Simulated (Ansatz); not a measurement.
BN, 2 atoms in the cell. Symmetry: Fmm2, No. 42, orthorhombic system. The conventional cell has a = 2.503 Å, b = 6.991 Å, c = 4.332 Å, α = 90.00°, β = 90.00°, γ = 90.00°. Around N (site symmetry mm2) lie 3 B at 1.44 Å. Around B (site symmetry mm2) lie 3 N at 1.44 Å. Measurements of this composition are mostly on another form, of space group No. 194.

```yaml
Program: Ansatz 0.2.0
Task: electric field gradients
Functional: PBE
Potentials_or_basis: all-electron PAW datasets made for the crystal
Cutoff: 580 eV (chosen from the basis error)
k_mesh: 13 × 13 × 13
Occupations: fermi-dirac, width 0.05 eV
Spin: no spin polarisation
```

Potentials or basis: all-electron PAW datasets made for the crystal.

Run with:

```sh
$ ansatz run input.yaml --threads 1 --pin off --max-ram 3072MiB --backend cpu --events-out ev --progress --plain --runs-dir out
```

Hardware: 1 thread of Arm Neoverse V1 (shared host).

**Question.** Estimate the wall time of this run.

**Answer.** Run time: 42 s on 1 thread of Arm Neoverse V1, with other jobs on the host, peak memory 0.87 GiB. Counts: scf iterations 8, plane waves 593, k points 343, bands 8.
